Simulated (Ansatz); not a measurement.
The system is ZrSe2.

```xyz
3
Lattice="3.7980 0.0000 0.0000 -1.8990 3.2892 0.0000 0.0000 0.0000 6.1920" Properties=species:S:1:pos:R:3 pbc="T T T"
Zr    0.0000    0.0000    0.0000
Se    1.8990    1.0964    4.6440
Se    0.0000    2.1928    1.5480
```

```yaml
Program: Ansatz 0.2.0
Task: relaxation of cell and atoms
Functional: revPBE
Dispersion: D3(BJ)
Potentials_or_basis: Ansatz PAW
Cutoff: "420 eV (not typed: the program's choice for these potentials)"
k_mesh: 8 × 8 × 5
Occupations: fermi-dirac, width 0.05 eV
Spin: no spin polarisation
```

At the start: volume 25.78 Å³/atom.

Question: Where does the relaxation end?

Answer: It ends after 6 steps and the volume is 23.47 Å³/atom (-9.0 %); space group P-3m1 (No. 164, to 0.05 Å).

The path:
```csv
step,energy change (eV),largest force (eV/Å),volume (Å³)
1,0.0000,0.3632,77.35
2,-0.0213,0.7355,70.07
3,-0.0782,0.0700,71.48
4,-0.0820,0.0174,70.32
5,-0.0821,0.0001,70.40
6,-0.0815,0.0002,70.40
```

Final structure:
```
Zr Se
1.0
     3.71005    0.00000    0.00000
    -1.85502    3.21299    0.00000
     0.00000    0.00000    5.90546
Zr Se
1 2
Direct
  0.00000 0.00000 0.00000
  0.66667 0.33333 0.72811
  0.33333 0.66667 0.27189
```

Caveat: the plane-wave basis is chosen anew once the cell has moved, so the energies of steps on either side of that aren't comparable; the PAW data sets come from PBE, with cores solved anew for the run's functional, which leaves a small shift of forces and pressure.
